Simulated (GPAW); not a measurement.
# HfC (Fm-3m) in GPAW: notebook

The runs below take HfC through relaxation of cell and atoms, with PBEsol+D3(BJ), PBEsol+D3(BJ)+ATM.

Program: GPAW 26.7.0. These are calculated values, not measurements. Logs are shortened: lines on timing, memory, paths and dates and some standing lists are left out, and cuts for length are marked. The log counts tension as positive stress, the text compression.

## Step 1: The structure

Symmetry: Fm-3m, No. 225, cubic system. Conventional cell: a = 4.650 Å, b = 4.650 Å, c = 4.650 Å, α = 90.00°, β = 90.00°, γ = 90.00°. Around Hf (site symmetry m-3m) lie 6 C at 2.33 Å. Around C (site symmetry m-3m) lie 6 Hf at 2.33 Å.

## Step 2: Relaxation of cell and atoms, PBEsol+D3(BJ)

Input file run.py:

```python
from ase import Atoms
from ase.calculators.mixing import SumCalculator
from ase.filters import FrechetCellFilter
from ase.io import write
from ase.optimize import BFGS
from dftd3.ase import DFTD3
from gpaw import GPAW, PW, setup_paths

setup_paths.insert(0, '.')

atoms = Atoms(['Hf', 'C'],
              cell=[[0.0, 2.325, 2.325],
                    [2.325, 0.0, 2.325],
                    [2.325, 2.325, 0.0]],
              scaled_positions=[[0.5, 0.5, 0.5],
                                [0.0, 0.0, 0.0]],
              pbc=True)

calc = GPAW(mode=PW(800),
            xc='PBEsol',
            kpts={'size': (10, 10, 10), 'gamma': True},
            occupations={'name': 'fermi-dirac', 'width': 0.05},
            nbands=18,
            convergence={'density': 1e-05, 'forces': 0.0001},
            maxiter=150,
            txt='gpaw.txt')
atoms.calc = SumCalculator([calc, DFTD3(method='pbesol', damping='d3bj')])
opt = BFGS(FrechetCellFilter(atoms), trajectory='relax.traj', logfile='-')
done = opt.run(fmax=0.02, steps=60)
calc.write('gs.gpw')
write('result.traj', atoms)
print('Converged:', done)
print('Cell:', atoms.cell.cellpar().round(4))
print('Volume:', round(atoms.get_volume(), 4))
print(atoms.get_scaled_positions().round(5))
```

Potentials or basis: PAW data sets generated in the run's folder for this functional, pw.

Started as:

```
$ gpaw-setup -f PBEsol C Hf
$ OMP_NUM_THREADS=1 python run.py
```

gpaw.txt:

```text
__  _  _
 | _ |_)|_||  |
 |__||  | ||/\| - 26.7.0

Input parameters:
  mode=PW(ecut=800.0),
  convergence={'density': 1e-05, 'forces': 0.0001},
  kpts=MonkhorstPack(size=(10, 10, 10), gamma=True),
  maxiter=150,
  nbands=18,
  occupations=Occupations(name='fermi-dirac', width=0.05),
  xc=XC(name='PBEsol')

Diagonalizing LCAO Hamiltonian
Converting LCAO to pw mode

               Hf

       C

Atoms  # Å, Bohr magnetons
|   | symbol |        x |        y |        z |    initial magnetic moments |
|---|--------|----------|----------|----------|-----------------------------|
| 0 |     Hf | 2.325000 | 2.325000 | 2.325000 | ( 0.0000,  0.0000,  0.0000) |
| 1 |      C | 0.000000 | 0.000000 | 0.000000 | ( 0.0000,  0.0000,  0.0000) |

Unit cell  # Å
| periodic |        x |        y |        z |  lengths |    angles |
|----------|----------|----------|----------|----------|-----------|
|      yes | 0.000000 | 2.325000 | 2.325000 | 3.288047 | 60.000000 |
|      yes | 2.325000 | 0.000000 | 2.325000 | 3.288047 | 60.000000 |
|      yes | 2.325000 | 2.325000 | 0.000000 | 3.288047 | 60.000000 |

Number of symmetries: 48
Symmetry operations  # r_c * U_cc + t_c -> r_c
|    | kind |            matrix            |
|----|------|------------------------------|
|  0 |  σ   |  1, 0, 0,  1, 0,-1,  1,-1, 0 |
|  1 |  C2  |  1, 0, 0,  1,-1, 0,  1, 0,-1 |
|  2 |  E   |  1, 0, 0,  0, 1, 0,  0, 0, 1 |
|  3 |  σ   |  1, 0, 0,  0, 0, 1,  0, 1, 0 |
|  4 |  C4  |  1, 0,-1,  1, 0, 0,  1,-1, 0 |
|  5 |  S6  |  1, 0,-1,  1,-1, 0,  1, 0, 0 |
|  6 |  σ   |  1, 0,-1,  0, 1,-1,  0, 0,-1 |
|  7 |  C3  |  1, 0,-1,  0, 0,-1,  0, 1,-1 |
|  8 |  S6  |  1,-1, 0,  1, 0, 0,  1, 0,-1 |
[... 173 lines left out ...]
SCF iterations
|iter     | |      energy | eigst |  dens |force |
|---------|-|-------------|-------|-------|------|
|iter:   1| |  -21.473770 | -0.35 |       |      |
|iter:   2| |  -20.921345 | -2.58 | -0.82 |      |
|iter:   3| |  -19.679130 | -1.55 | -0.89 |      |
|iter:   4| |  -19.689045 | -3.16 | -1.62 |      |
|iter:   5| |  -19.697109 | -3.19 | -1.84 |      |
|iter:   6| |  -19.697047 | -5.22 | -3.01 |      |
|iter:   7| |  -19.697049c| -6.62 | -3.64 |      |
|iter:   8| |  -19.697049c| -7.72c| -4.18 |      |
|iter:   9| |  -19.697049c| -9.31c| -5.38c|      |
|iter:  10| |  -19.697049c|-10.32c| -5.88c|-24.65c|

Converged in 10 steps
Energy contributions relative to reference atoms: (reference = -410785.337283)

Energy contributions:
  Kinetic:          17.387394
  Coulomb:         -18.362565
  Zero:             -0.398534
  External:          0.000000
  Xc:              -18.321957
  Entropy:          -0.002773
[... 66 lines left out ...]
|  0 |  σ   |  1, 0, 0,  1, 0,-1,  1,-1, 0 |
|  1 |  C2  |  1, 0, 0,  1,-1, 0,  1, 0,-1 |
|  2 |  E   |  1, 0, 0,  0, 1, 0,  0, 0, 1 |
|  3 |  σ   |  1, 0, 0,  0, 0, 1,  0, 1, 0 |
|  4 |  C4  |  1, 0,-1,  1, 0, 0,  1,-1, 0 |
|  5 |  S6  |  1, 0,-1,  1,-1, 0,  1, 0, 0 |
|  6 |  σ   |  1, 0,-1,  0, 1,-1,  0, 0,-1 |
|  7 |  C3  |  1, 0,-1,  0, 0,-1,  0, 1,-1 |
|  8 |  S6  |  1,-1, 0,  1, 0, 0,  1, 0,-1 |
[... 223 lines left out ...]
No gap
No difference between direct/indirect transitions

Stress tensor  # eV/Ang^3
|        x |        y |        z |
|----------|----------|----------|
| 0.007928 | 0.000000 | 0.000000 |
| 0.000000 | 0.007928 | 0.000000 |
| 0.000000 | 0.000000 | 0.007928 |

Forces  # eV/Ang
|       x |        y |        z |
|---------|----------|----------|
| 0.00000 | -0.00000 | -0.00000 |  # Hf   0
| 0.00000 |  0.00000 |  0.00000 |  # C    1
[... 5 lines left out ...]
       C

Atoms  # Å, Bohr magnetons
|   | symbol |         x |         y |         z |    initial magnetic moments |
|---|--------|-----------|-----------|-----------|-----------------------------|
| 0 |     Hf |  2.292575 |  2.292575 |  2.292575 | ( 0.0000,  0.0000,  0.0000) |
| 1 |      C | -0.000000 | -0.000000 | -0.000000 | ( 0.0000,  0.0000,  0.0000) |

Unit cell  # Å
| periodic |        x |         y |         z |  lengths |    angles |
|----------|----------|-----------|-----------|----------|-----------|
|      yes | 0.000000 |  2.292575 |  2.292575 | 3.242190 | 60.000000 |
|      yes | 2.292575 | -0.000000 |  2.292575 | 3.242190 | 60.000000 |
|      yes | 2.292575 |  2.292575 | -0.000000 | 3.242190 | 60.000000 |

Number of symmetries: 48
Symmetry operations  # r_c * U_cc + t_c -> r_c
|    | kind |            matrix            |
|----|------|------------------------------|
|  0 |  σ   |  1, 0, 0,  1, 0,-1,  1,-1, 0 |
|  1 |  C2  |  1, 0, 0,  1,-1, 0,  1, 0,-1 |
|  2 |  E   |  1, 0, 0,  0, 1, 0,  0, 0, 1 |
|  3 |  σ   |  1, 0, 0,  0, 0, 1,  0, 1, 0 |
|  4 |  C4  |  1, 0,-1,  1, 0, 0,  1,-1, 0 |
|  5 |  S6  |  1, 0,-1,  1,-1, 0,  1, 0, 0 |
|  6 |  σ   |  1, 0,-1,  0, 1,-1,  0, 0,-1 |
|  7 |  C3  |  1, 0,-1,  0, 0,-1,  0, 1,-1 |
|  8 |  S6  |  1,-1, 0,  1, 0, 0,  1, 0,-1 |
[... 223 lines left out ...]
No gap
No difference between direct/indirect transitions

Stress tensor  # eV/Ang^3
|         x |         y |         z |
|-----------|-----------|-----------|
| -0.033465 |  0.000000 |  0.000000 |
|  0.000000 | -0.033465 | -0.000000 |
|  0.000000 | -0.000000 | -0.033465 |

Forces  # eV/Ang
|       x |        y |        z |
|---------|----------|----------|
| 0.00000 |  0.00000 |  0.00000 |  # Hf   0
| 0.00000 | -0.00000 | -0.00000 |  # C    1
[... 5 lines left out ...]
       C

Atoms  # Å, Bohr magnetons
|   | symbol |         x |         y |         z |    initial magnetic moments |
|---|--------|-----------|-----------|-----------|-----------------------------|
| 0 |     Hf |  2.293390 |  2.293390 |  2.293390 | ( 0.0000,  0.0000,  0.0000) |
| 1 |      C | -0.000000 | -0.000000 | -0.000000 | ( 0.0000,  0.0000,  0.0000) |

Unit cell  # Å
| periodic |        x |        y |        z |  lengths |    angles |
|----------|----------|----------|----------|----------|-----------|
|      yes | 0.000000 | 2.293390 | 2.293390 | 3.243344 | 60.000000 |
|      yes | 2.293390 | 0.000000 | 2.293390 | 3.243344 | 60.000000 |
|      yes | 2.293390 | 2.293390 | 0.000000 | 3.243344 | 60.000000 |

Number of symmetries: 48
Symmetry operations  # r_c * U_cc + t_c -> r_c
|    | kind |            matrix            |
|----|------|------------------------------|
|  0 |  σ   |  1, 0, 0,  1, 0,-1,  1,-1, 0 |
|  1 |  C2  |  1, 0, 0,  1,-1, 0,  1, 0,-1 |
|  2 |  E   |  1, 0, 0,  0, 1, 0,  0, 0, 1 |
|  3 |  σ   |  1, 0, 0,  0, 0, 1,  0, 1, 0 |
|  4 |  C4  |  1, 0,-1,  1, 0, 0,  1,-1, 0 |
|  5 |  S6  |  1, 0,-1,  1,-1, 0,  1, 0, 0 |
|  6 |  σ   |  1, 0,-1,  0, 1,-1,  0, 0,-1 |
|  7 |  C3  |  1, 0,-1,  0, 0,-1,  0, 1,-1 |
|  8 |  S6  |  1,-1, 0,  1, 0, 0,  1, 0,-1 |
[... 221 lines left out ...]
No gap
No difference between direct/indirect transitions

Stress tensor  # eV/Ang^3
|         x |         y |         z |
|-----------|-----------|-----------|
| -0.031636 |  0.000000 |  0.000000 |
|  0.000000 | -0.031636 |  0.000000 |
|  0.000000 |  0.000000 | -0.031636 |

Forces  # eV/Ang
|       x |        y |        z |
|---------|----------|----------|
| 0.00000 |  0.00000 | -0.00000 |  # Hf   0
| 0.00000 | -0.00000 |  0.00000 |  # C    1

# Writing to gs.gpw (mode='')
```

stdout:

```text
Step          Energy          fmax
BFGS:    0      -20.425566        0.784523
BFGS:    1      -20.446230        0.471499
BFGS:    2      -20.457005        0.020739
BFGS:    3      -20.457050        0.000518
Converged: True
Cell: [ 3.2433  3.2433  3.2433 60.     60.     60.    ]
Volume: 24.1248
[[0.5 0.5 0.5]
 [0.  0.  0. ]]
```

Run time: 1.9 min. Hardware: 1 thread of Intel Xeon Platinum 8375C at 2.90GHz (Ice Lake), shared host; peak memory 0.24 GiB.

Results:

```yaml
Free_energy: -20.4584 eV
Relaxed_volume: 12.06 Å³/atom
Relaxed_cell: a = 3.243 Å, b = 3.243 Å, c = 3.243 Å, α = 60.00°, β = 60.00°, γ = 60.00°
Space_group_after_relaxing_to_0.05_Å: Fm-3m (No. 225)
Energy_gained_by_relaxing: 15.7 meV/atom
Ionic_steps: 4
Pressure_after_relaxing: 0.0 GPa
Band_gap_on_the_k_mesh: none (metal or under the smearing width)
Dispersion_energy_per_atom: -0.380 eV
```

Step by step:
```csv
step,energy change (eV),largest force (eV/Å),pressure (GPa),volume (Å³)
1,0.0000,0.0000,-10.00,25.14
2,-0.0207,0.0000,-6.11,24.72
3,-0.0314,0.0000,0.28,24.10
4,-0.0315,0.0000,-0.01,24.12
```

Final structure:
```yaml
crystal:
  lattice:
    - [0.00000, 2.29339, 2.29339]
    - [2.29339, 0.00000, 2.29339]
    - [2.29339, 2.29339, 0.00000]
  atoms:
    - { symbol: Hf, position: [0.50000, 0.50000, 0.50000] }
    - { symbol: C, position: [0.00000, 0.00000, 0.00000] }
```

Levels at points of the mesh, in eV from the Fermi level:
```
           k point  band 5  band 6  band 7  band 8  band 9  band 10  band 11  band 12
(0.00, 0.00, 0.00)  -12.50    1.05    1.05    1.05    1.32     1.32     1.32     3.45
(0.50, 0.50, 0.00)  -10.58   -2.59   -2.00   -0.06   -0.06     5.49     6.99     6.99
(0.50, 0.50, 0.50)   -8.49   -6.38   -3.16   -3.16    5.48     5.48     5.99     6.74
```

Caveat: later steps reuse the first step's grids; pairwise dispersion overbinds metals, which lowers pressure and volume. Spin-orbit coupling is left out, which matters for the levels of Hf.

## Step 3: Relaxation of cell and atoms, PBEsol+D3(BJ)+ATM

Changes to run.py since step 2:

```diff
@@ -26,3 +26,3 @@
             txt='gpaw.txt')
-atoms.calc = SumCalculator([calc, DFTD3(method='pbesol', damping='d3bj')])
+atoms.calc = SumCalculator([calc, DFTD3(damping='d3bj', params_tweaks=dict(method='pbesol', atm=True))])
 opt = BFGS(FrechetCellFilter(atoms), trajectory='relax.traj', logfile='-')
```

Potentials or basis: PAW data sets generated in the run's folder for this functional, pw.

Started as:

```
$ gpaw-setup -f PBEsol C Hf
$ OMP_NUM_THREADS=1 python run.py
```

Wall time 86 s (1 thread of Intel Xeon Platinum 8375C at 2.90GHz (Ice Lake), shared host); peak memory 0.23 GiB.

The run converged. Its results:

| Quantity | Value |
| --- | --- |
| Free energy | -20.3951 eV |
| Relaxed volume | 12.09 Å³/atom |
| Relaxed cell | a = 3.246 Å, b = 3.246 Å, c = 3.246 Å, α = 60.00°, β = 60.00°, γ = 60.00° |
| Space group after relaxing (to 0.05 Å) | Fm-3m (No. 225) |
| Energy gained by relaxing | 13.4 meV/atom |
| Ionic steps | 3 |
| Pressure after relaxing | 0.2 GPa |
| Band gap on the k mesh | none (metal or under the smearing width) |
| Dispersion energy per atom | -0.347 eV |

Step by step:
```tsv
step	energy change (eV)	largest force (eV/Å)	pressure (GPa)	volume (Å³)
1	0.0000	0.0000	-9.26	25.14
2	-0.0176	0.0000	-5.63	24.75
3	-0.0267	0.0000	0.23	24.18
```

Final structure:
```yaml
crystal:
  lattice:
    - [0.00000, 2.29511, 2.29511]
    - [2.29511, 0.00000, 2.29511]
    - [2.29511, 2.29511, 0.00000]
  atoms:
    - { symbol: Hf, position: [0.50000, 0.50000, 0.50000] }
    - { symbol: C, position: [0.00000, 0.00000, 0.00000] }
```

Levels at points of the mesh, in eV from the Fermi level:
| k point | band 5 | band 6 | band 7 | band 8 | band 9 | band 10 | band 11 | band 12 |
| --- | --- | --- | --- | --- | --- | --- | --- | --- |
| (0.00, 0.00, 0.00) | -12.49 | 1.05 | 1.05 | 1.05 | 1.32 | 1.32 | 1.32 | 3.45 |
| (0.50, 0.50, 0.00) | -10.57 | -2.59 | -1.99 | -0.06 | -0.06 | 5.48 | 6.97 | 6.97 |
| (0.50, 0.50, 0.50) | -8.49 | -6.36 | -3.15 | -3.15 | 5.47 | 5.47 | 5.97 | 6.72 |

Caveat: later steps reuse the first step's grids; pairwise dispersion overbinds metals, which lowers pressure and volume.
